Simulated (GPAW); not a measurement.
# BaF2 (Frankdicksonite) (Fm-3m) in GPAW: a series of runs

One crystal, BaF2 (Frankdicksonite), is run at these levels: PBE, PBEsol; tasks: one-shot levels of the hybrid HSE06, equation of state.

All numbers are computed with GPAW 26.7.0; they aren't measurements. Logs are shortened: lines on timing, memory, paths and dates and some standing lists are left out, and cuts for length are marked. The log counts tension as positive stress, the text compression.

### 1 The structure

Symmetry: Fm-3m, No. 225, cubic system. The conventional cell has a = 6.200 Å, b = 6.200 Å, c = 6.200 Å, α = 90.00°, β = 90.00°, γ = 90.00°. Around Ba (site symmetry m-3m) lie 8 F at 2.68 Å. Around F (site symmetry -43m) lie 4 Ba at 2.68 Å.

### 2 One-shot levels of the hybrid HSE06, PBE

run.py

```python
import numpy as np
from ase.dft.bandgap import bandgap
from ase.io import read, write
from ase.units import GPa
from gpaw import GPAW, PW
from gpaw.hybrids import NonSelfConsistentHybridXCCalculator
from gpaw.hybrids.energy import non_self_consistent_energy

atoms = read('POSCAR')

calc = GPAW(mode=PW(600),
            xc='PBE',
            kpts={'size': (5, 5, 5), 'gamma': True},
            occupations={'name': 'fermi-dirac', 'width': 0.05},
            nbands=24,
            convergence={'density': 1e-05, 'energy': 1e-05, 'bands': 20, 'eigenstates': 1e-07},
            maxiter=150,
            txt='gpaw.txt')
atoms.calc = calc
energy = atoms.get_potential_energy()
forces = atoms.get_forces()
stress = atoms.get_stress()
calc.write('gs.gpw')
write('result.traj', atoms)
print(f'Energy: {energy:.6f} eV')
print('Forces (eV/A):')
print(forces.round(4))
print('Stress (GPa):', (stress / GPa).round(3))
print('Fermi level:', round(calc.get_fermi_level(), 4), 'eV')
print(f'Gap: {bandgap(calc)[0]:.4f} eV, direct: {bandgap(calc, direct=True)[0]:.4f} eV')

for xc in ['HSE06', 'HSE03', 'PBE0']:
    e = non_self_consistent_energy(calc, xc).sum()
    print(f'{xc} energy on these orbitals: {e:.6f} eV')
    nsc = NonSelfConsistentHybridXCCalculator.from_dft_calculation(
        calc.dft, xc, log=f'levels-{xc}.txt')
    dft_skn, hyb_skn = nsc.calculate(calc.dft.ibzwfs, 0, 20)
    np.savetxt(f'levels-{xc}.dat', hyb_skn.reshape((-1, hyb_skn.shape[-1])), fmt='%.4f')
```

POSCAR

```
BaF2
1.0
    0.0000000000      3.1000500000      3.1000500000
    3.1000500000      0.0000000000      3.1000500000
    3.1000500000      3.1000500000      0.0000000000
Ba F
1 2
Direct
    0.0000000000      0.0000000000      0.0000000000
    0.7500000000      0.7500000000      0.7500000000
    0.2500000000      0.2500000000      0.2500000000
```

Potentials or basis: GPAW PAW data sets (gpaw-data 1.2.1), pw.

Run with:

```sh
OMP_NUM_THREADS=1 python run.py
```

gpaw.txt:

```text
__  _  _
 | _ |_)|_||  |
 |__||  | ||/\| - 26.7.0

Input parameters:
  mode=PW(ecut=600.0),
  convergence={'density': 1e-05, 'energy': 1e-05, 'bands': 20, 'eigenstates': 1e-07},
  kpts=MonkhorstPack(size=(5, 5, 5), gamma=True),
  maxiter=150,
  nbands=24,
  occupations=Occupations(name='fermi-dirac', width=0.05),
  xc=XC(name='PBE')

Diagonalizing LCAO Hamiltonian
Converting LCAO to pw mode

                     F

            F

       Ba

Atoms  # Å, Bohr magnetons
|   | symbol |        x |        y |        z |    initial magnetic moments |
|---|--------|----------|----------|----------|-----------------------------|
| 0 |     Ba | 0.000000 | 0.000000 | 0.000000 | ( 0.0000,  0.0000,  0.0000) |
| 1 |      F | 4.650075 | 4.650075 | 4.650075 | ( 0.0000,  0.0000,  0.0000) |
| 2 |      F | 1.550025 | 1.550025 | 1.550025 | ( 0.0000,  0.0000,  0.0000) |

Unit cell  # Å
| periodic |        x |        y |        z |  lengths |    angles |
|----------|----------|----------|----------|----------|-----------|
|      yes | 0.000000 | 3.100050 | 3.100050 | 4.384133 | 60.000000 |
|      yes | 3.100050 | 0.000000 | 3.100050 | 4.384133 | 60.000000 |
|      yes | 3.100050 | 3.100050 | 0.000000 | 4.384133 | 60.000000 |

Number of symmetries: 48
Symmetry operations  # r_c * U_cc + t_c -> r_c
|    | kind |            matrix            |
|----|------|------------------------------|
|  0 |  σ   |  1, 0, 0,  1, 0,-1,  1,-1, 0 |
|  1 |  C2  |  1, 0, 0,  1,-1, 0,  1, 0,-1 |
|  2 |  E   |  1, 0, 0,  0, 1, 0,  0, 0, 1 |
|  3 |  σ   |  1, 0, 0,  0, 0, 1,  0, 1, 0 |
|  4 |  C4  |  1, 0,-1,  1, 0, 0,  1,-1, 0 |
|  5 |  S6  |  1, 0,-1,  1,-1, 0,  1, 0, 0 |
|  6 |  σ   |  1, 0,-1,  0, 1,-1,  0, 0,-1 |
|  7 |  C3  |  1, 0,-1,  0, 0,-1,  0, 1,-1 |
|  8 |  S6  |  1,-1, 0,  1, 0, 0,  1, 0,-1 |
|  9 |  C4  |  1,-1, 0,  1, 0,-1,  1, 0, 0 |
| 10 |  C3  |  1,-1, 0,  0,-1, 1,  0,-1, 0 |
| 11 |  σ   |  1,-1, 0,  0,-1, 0,  0,-1, 1 |
| 12 |  σ   |  0, 1, 0,  1, 0, 0,  0, 0, 1 |
| 13 |  C4  |  0, 1, 0,  0, 1,-1, -1, 1, 0 |
| 14 |  C3  |  0, 1, 0,  0, 0, 1,  1, 0, 0 |
| 15 |  S6  |  0, 1, 0, -1, 1, 0,  0, 1,-1 |
| 16 |  C2  |  0, 1,-1,  1, 0,-1,  0, 0,-1 |
| 17 |  σ   |  0, 1,-1,  0, 1, 0, -1, 1, 0 |
| 18 |  S4  |  0, 1,-1,  0, 0,-1,  1, 0,-1 |
| 19 |  C4  |  0, 1,-1, -1, 1, 0,  0, 1, 0 |
| 20 |  C3  |  0, 0, 1,  1, 0, 0,  0, 1, 0 |
| 21 |  σ   |  0, 0, 1,  0, 1, 0,  1, 0, 0 |
| 22 |  S6  |  0, 0, 1,  0,-1, 1, -1, 0, 1 |
| 23 |  C4  |  0, 0, 1, -1, 0, 1,  0,-1, 1 |
| 24 |  S4  |  0, 0,-1,  1, 0,-1,  0, 1,-1 |
| 25 |  C3  |  0, 0,-1,  0, 1,-1,  1, 0,-1 |
| 26 |  C2  |  0, 0,-1,  0,-1, 0, -1, 0, 0 |
| 27 |  S6  |  0, 0,-1, -1, 0, 0,  0,-1, 0 |
| 28 |  S4  |  0,-1, 1,  1,-1, 0,  0,-1, 0 |
| 29 |  C4  |  0,-1, 1,  0, 0, 1, -1, 0, 1 |
| 30 |  C2  |  0,-1, 1,  0,-1, 0,  1,-1, 0 |
| 31 |  σ   |  0,-1, 1, -1, 0, 1,  0, 0, 1 |
| 32 |  C3  |  0,-1, 0,  1,-1, 0,  0,-1, 1 |
| 33 |  S6  |  0,-1, 0,  0, 0,-1, -1, 0, 0 |
| 34 |  S4  |  0,-1, 0,  0,-1, 1,  1,-1, 0 |
| 35 |  C2  |  0,-1, 0, -1, 0, 0,  0, 0,-1 |
| 36 |  C2  | -1, 1, 0,  0, 1, 0,  0, 1,-1 |
| 37 |  S6  | -1, 1, 0,  0, 1,-1,  0, 1, 0 |
| 38 |  S4  | -1, 1, 0, -1, 0, 1, -1, 0, 0 |
| 39 |  C3  | -1, 1, 0, -1, 0, 0, -1, 0, 1 |
| 40 |  S6  | -1, 0, 1,  0, 0, 1,  0,-1, 1 |
| 41 |  C2  | -1, 0, 1,  0,-1, 1,  0, 0, 1 |
[... 73 lines left out ...]
    |    d |        |      27.211 |    1.164 |

    Using partial waves for Ba as LCAO basis

  F:
    name:    Fluorine
    Z:       9.0
    valence: 7
    core:    2
    charge:  0.0  # [|e|]
    compensation charges:
      type: gauss
      rc: 0.20  # [Å]
      lmax: 2
    cutoffs:
      filter: 1.14  # [Å]
      core: 0.74  # [Å]
    projectors
    | kind |    occ | energy [eV] | rcut [Å] |
    |------|--------|-------------|----------|
    |   2s |  2.000 |     -29.898 |    0.635 |
    |   2p |  5.000 |     -11.110 |    0.635 |
    |    s |        |      -2.687 |    0.635 |
    |    p |        |      16.102 |    0.635 |
    |    d |        |       0.000 |    0.635 |

    Using partial waves for F as LCAO basis

Reference energy: -226706.004082  # eV

eigensolver:
  PPCG
  Converge bands: 20
  niter=2

density mixing:
  MSR1-Mixer
  Pratt-step length: 0.05
  Maximum mixing coefficient: 0.75
  Old densities: 10
  SVD Regularization: 0.005
  Good broyden scale: 1.0
  Trust region scale: 1.0
  Backstep threshold: 4.0
  History deletion threshold: 6.0
  Fourier metric: weight=20.0, sigma=0.015

occupation numbers:
  Fermi-Dirac:
    width: 0.0500  # eV

poisson solver:
  ecut: 4800.0  # eV

xc functional:
  name: PBE with 2 nearest neighbor stencil

convergence criteria:
- Maximum integral of absolute [dens]ity change: 1e-05 electrons / valence electron
- Maximum [total energy] change in last 3 cyles: 1e-05 eV / valence electron
- Maximum integral of absolute [eigenst]ate change: 1e-07 eV^2 / valence electron
maximum number of iterations: 150

SCF iterations
|iter     | |      energy | eigst |  dens |
|---------|-|-------------|-------|-------|
|iter:   1| |  -17.831727 | +2.35 |       |
|iter:   2| |  -17.587002 | +1.10 | -1.11 |
|iter:   3| |  -16.921046 | -0.15 | -1.16 |
|iter:   4| |  -16.939516 | -2.36 | -1.53 |
|iter:   5| |  -16.960332 | -2.38 | -1.80 |
|iter:   6| |  -16.960565 | -4.14 | -2.75 |
|iter:   7| |  -16.960622 | -4.94 | -3.14 |
|iter:   8| |  -16.960623c| -6.26 | -3.87 |
|iter:   9| |  -16.960623c| -7.88c| -4.83 |
|iter:  10| |  -16.960623c| -7.11c| -5.30c|

Converged in 10 steps
Energy contributions relative to reference atoms: (reference = -226706.004082)

Energy contributions:
  Kinetic:          22.597665
  Coulomb:         -21.498459
  Zero:              0.382281
  External:          0.000000
  Xc:              -18.442110
  Entropy:          -0.000000
  Spinorbit:         0.000000
  ----------------------------
  Free energy:     -16.960623
  Extrapolated:    -16.960623

dipole moment: (-37.506738, -37.506738, -37.506738)  # |e|*Ang

Fermi level: 4.042
Eigenvalues  # (at kpt = [0.000, 0.000, 0.000])
| band index |      eig [eV] | occ [0-2] |
|------------|---------------|-----------|
|          0 |       -21.200 |     2.000 |
|        ... |               |           |
|          4 |        -6.062 |     2.000 |
|          5 |        -6.062 |     2.000 |
|          6 |         0.356 |     2.000 |
|          7 |         0.356 |     2.000 |
|          8 |         0.356 |     2.000 |
|          9 |         1.764 |     2.000 |
[... 8 lines left out ...]
|         18 |        17.177 |     0.000 |
|         19 |        17.177 |     0.000 |
|        ... |               |           |
|         23 |        25.608 |     0.000 |

Gap: 6.783 eV
Transition (v -> c):
  (s=0, k=4, n=11, [0.40, 0.20, 0.20]) -> (s=0, k=0, n=12, [0.00, 0.00, 0.00])
Direct/indirect transitions are different
Direct gap: 6.865 eV
Transition at: (s=0, k=0, n=11, [0.00, 0.00, 0.00])

Forces  # eV/Ang
|        x |        y |        z |
|----------|----------|----------|
|  0.00000 |  0.00000 | -0.00000 |  # Ba   0
| -0.00000 |  0.00000 | -0.00000 |  # F    1
|  0.00000 | -0.00000 |  0.00000 |  # F    2

Stress tensor  # eV/Ang^3
|         x |         y |         z |
|-----------|-----------|-----------|
| -0.012347 |  0.000000 | -0.000000 |
|  0.000000 | -0.012347 | -0.000000 |
| -0.000000 | -0.000000 | -0.012347 |

# Writing to gs.gpw (mode='')
```

stdout:

```text
Energy: -16.960623 eV
Forces (eV/A):
[[ 0.  0. -0.]
 [-0.  0. -0.]
 [ 0. -0.  0.]]
Stress (GPa): [-1.978 -1.978 -1.978 -0.    -0.     0.   ]
Fermi level: 4.0425 eV
Gap: 6.7833 eV, direct: 6.8650 eV
IBZ(<points: 10, symmetries: 48>)
Occupied bands: 12
DFT energy: -16.96062287252226 eV
minus DFT-XC energy: 18.442110127050782 eV
Core-core contribution:          -1367.184
Valence-core contribution:         -16.027
Valence-valence contribution:      -71.939
HSE06 energy on these orbitals: -38.911480 eV
IBZ(<points: 10, symmetries: 48>)
Occupied bands: 12
DFT energy: -16.96062287252226 eV
minus DFT-XC energy: 18.442110127050782 eV
Core-core contribution:          -1367.184
Valence-core contribution:         -16.027
Valence-valence contribution:      -72.293
HSE03 energy on these orbitals: -60.955236 eV
IBZ(<points: 10, symmetries: 48>)
Occupied bands: 12
DFT energy: -16.96062287252226 eV
minus DFT-XC energy: 18.442110127050782 eV
Core-core contribution:          -1367.184
Valence-core contribution:         -16.027
Valence-valence contribution:      -81.929
PBE0 energy on these orbitals: -20.503334 eV
```

It took 9.7 min on 1 thread of AMD EPYC 7B13 (Zen 3), shared host; peak memory 0.94 GiB.

What came out:

| Quantity | Value |
| --- | --- |
| Free energy | -16.9606 eV |
| Pressure | 2.0 GPa |
| Band gap on the k mesh | 6.78 eV, indirect (least direct gap 6.86 eV) |
| Band gap of the one-shot hybrid | 8.86 eV |
| Direct band gap of the one-shot hybrid | 8.96 eV |

Levels at points of the mesh, in eV from the valence-band top:
```tsv
k point	band 8	band 9	band 10	band 11	band 12	band 13	band 14	band 15	band 16	band 17
(0.00, 0.00, 0.00)	-1.49	-1.49	-0.08	-0.08	-0.08	6.78	9.21	9.21	11.42	11.42
```

Band gaps from one-shot exact exchange on these states (eV): hse06 8.86, hse03 8.98, pbe0 9.64

Caveat: the k mesh is coarse; the cutoff is short for stress and forces, so pressures can be off by a GPa or more; energy and the plain gap are those of the semilocal run; the hybrids' values are one shot on its orbitals and mesh; spin-orbit coupling is left out, which moves the levels of the heavy elements; an odd mesh through Γ misses points on the zone boundary, where band edges often lie.

### 3 Equation of state, PBEsol

run.py

```python
from ase.eos import EquationOfState
from ase.io import Trajectory
from ase.spacegroup import crystal
from ase.units import GPa
from gpaw import GPAW, PW, setup_paths

setup_paths.insert(0, '.')

# Ba 4a
# F 8c
atoms = crystal(['Ba', 'F'],
                basis=[[0.0, 0.0, 0.0],
                       [0.25, 0.25, 0.75]],
                spacegroup=225, setting=1,  # Fm-3m
                cellpar=[6.2001, 6.2001, 6.2001, 90.0, 90.0, 90.0],
                primitive_cell=True)

traj = Trajectory('eos.traj', 'w')
volumes, energies = [], []
for x in [0.94, 0.96, 0.98, 1.0, 1.02, 1.04, 1.06]:
    a = atoms.copy()
    a.set_cell(atoms.cell * x**(1 / 3), scale_atoms=True)
    calc = GPAW(mode=PW(800),
                xc='PBEsol',
                kpts={'size': (6, 6, 6), 'gamma': True},
                occupations={'name': 'fermi-dirac', 'width': 0.05},
                nbands=22,
                convergence={'density': 1e-05, 'energy': 1e-05},
                maxiter=150,
                txt=f'eos-{x:.2f}.txt')
    a.calc = calc
    energies.append(a.get_potential_energy(force_consistent=True))
    volumes.append(a.get_volume())
    p = -a.get_stress()[:3].mean() / GPa
    calc.write(f'eos-{x:.2f}.gpw')
    traj.write(a)
    print(f'{x:.2f} {volumes[-1]:10.4f} A^3 {energies[-1]:14.6f} eV {p:9.3f} GPa', flush=True)

v0, e0, B = EquationOfState(volumes, energies, eos='birchmurnaghan').fit()
print(f'V0 = {v0:.4f} A^3, E0 = {e0:.6f} eV, B0 = {B / GPa:.2f} GPa')
```

Potentials or basis: PAW data sets generated in the run's folder for this functional, pw.

Run with:

```sh
gpaw-setup -f PBEsol Ba F
OMP_NUM_THREADS=1 python run.py
```

The program printed:

```text
__  _  _
 | _ |_)|_||  |
 |__||  | ||/\| - 26.7.0

Input parameters:
  mode=PW(ecut=800.0),
  convergence={'density': 1e-05, 'energy': 1e-05},
  kpts=MonkhorstPack(size=(6, 6, 6), gamma=True),
  maxiter=150,
  nbands=22,
  occupations=Occupations(name='fermi-dirac', width=0.05),
  xc=XC(name='PBEsol')

Diagonalizing LCAO Hamiltonian
Converting LCAO to pw mode

                     F

            F

       Ba

Atoms  # Å, Bohr magnetons
|   | symbol |        x |        y |        z |    initial magnetic moments |
|---|--------|----------|----------|----------|-----------------------------|
| 0 |     Ba | 0.000000 | 0.000000 | 0.000000 | ( 0.0000,  0.0000,  0.0000) |
| 1 |      F | 4.555149 | 4.555149 | 4.555149 | ( 0.0000,  0.0000,  0.0000) |
| 2 |      F | 1.518383 | 1.518383 | 1.518383 | ( 0.0000,  0.0000,  0.0000) |

Unit cell  # Å
| periodic |        x |        y |        z |  lengths |    angles |
[... 202 lines left out ...]

Converged in 10 steps
Energy contributions relative to reference atoms: (reference = -226602.754317)

Energy contributions:
  Kinetic:          23.055164
  Coulomb:         -21.394507
  Zero:              0.121673
  External:          0.000000
  Xc:              -19.323732
  Entropy:          -0.000000
  Spinorbit:         0.000000
  ----------------------------
  Free energy:     -17.541403
  Extrapolated:    -17.541403

dipole moment: (-36.699170, -36.699170, -36.699170)  # |e|*Ang

Fermi level: 4.611
Eigenvalues  # (at kpt = [0.000, 0.000, 0.000])
| band index |      eig [eV] | occ [0-2] |
|------------|---------------|-----------|
|          0 |       -20.665 |     2.000 |
|        ... |               |           |
|          4 |        -5.412 |     2.000 |
|          5 |        -5.412 |     2.000 |
|          6 |         0.509 |     2.000 |
|          7 |         0.509 |     2.000 |
|          8 |         0.509 |     2.000 |
|          9 |         2.119 |     2.000 |
[... 8 lines left out ...]
|         18 |        17.851 |     0.000 |
|         19 |        17.851 |     0.000 |
|        ... |               |           |
|         21 |        23.018 |     0.000 |

Gap: 6.931 eV
Transition (v -> c):
  (s=0, k=3, n=11, [0.33, 0.17, 0.17]) -> (s=0, k=0, n=12, [0.00, 0.00, 0.00])
Direct/indirect transitions are different
Direct gap: 7.028 eV
Transition at: (s=0, k=0, n=11, [0.00, 0.00, 0.00])

Stress tensor  # eV/Ang^3
|         x |         y |         z |
|-----------|-----------|-----------|
| -0.012639 |  0.000000 |  0.000000 |
|  0.000000 | -0.012639 |  0.000000 |
|  0.000000 |  0.000000 | -0.012639 |

# Writing to eos-0.94.gpw (mode='')
```

stdout:

```text
0.94    56.0098 A^3     -17.541403 eV     2.025 GPa
0.96    57.2015 A^3     -17.559459 eV     0.531 GPa
0.98    58.3932 A^3     -17.567155 eV    -0.794 GPa
1.00    59.5849 A^3     -17.564652 eV    -1.970 GPa
1.02    60.7766 A^3     -17.553953 eV    -3.011 GPa
1.04    61.9683 A^3     -17.536138 eV    -3.936 GPa
1.06    63.1600 A^3     -17.511681 eV    -4.755 GPa
V0 = 58.6869 A^3, E0 = -17.567235 eV, B0 = 61.31 GPa
```

Wall time 1.8 min (1 thread of AMD EPYC 7B13 (Zen 3), shared host); peak memory 0.32 GiB.

Results:

```
Equilibrium volume                      : 19.56 Å³/atom
Bulk modulus                            : 61 GPa
Pressure derivative of the bulk modulus : 5.6 (rough: it moves with the points fitted)
```

Energy against volume, from the lowest point:
| volume (Å³/atom) | energy (meV/atom) |
| --- | --- |
| 18.670 | 8.58 |
| 19.067 | 2.57 |
| 19.464 | 0.00 |
| 19.862 | 0.83 |
| 20.259 | 4.40 |
| 20.656 | 10.34 |
| 21.053 | 18.49 |

The run has no spin-orbit coupling, so splittings on Ba are missing.
